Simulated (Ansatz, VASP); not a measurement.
## One calculation of NaH, two programs

```
Na H
1.0
     0.00000    2.47326    2.47326
     2.47326    0.00000    2.47326
     2.47326    2.47326    0.00000
Na H
1 1
Direct
  0.00000 0.00000 0.00000
  0.50000 0.50000 0.50000
```

Alike in both runs: task single point; functional PBEsol; k mesh 8 × 8 × 8; occupations gaussian, width 0.02 eV; no spin polarisation.

|  | VASP | Ansatz |
| --- | --- | --- |
| version | VASP 6.6.1 | Ansatz 0.2.0 |
| potentials or method | VASP PAW PBE potentials, release 64 (Na_pv, H) | scalar-relativistic, plane waves, PAW |
| plane-wave cutoff (eV) | 520 | 420 |
| valence electrons in the cell | 8 | 10 |

```tsv
	VASP	Ansatz	Ansatz less VASP
gap on the k mesh at the Fermi level (eV)	3.46	3.46	+0.003
least direct gap on the mesh (eV)	4.32	4.32	+0.003
pressure (GPa)	-2.0	-1.9	+0.06
```

The two sets of potentials don't hold the same shells in valence.

Caveats: the PAW data sets were made with another functional, which shifts forces and pressure a little (VASP). A k mesh can miss the band edges.
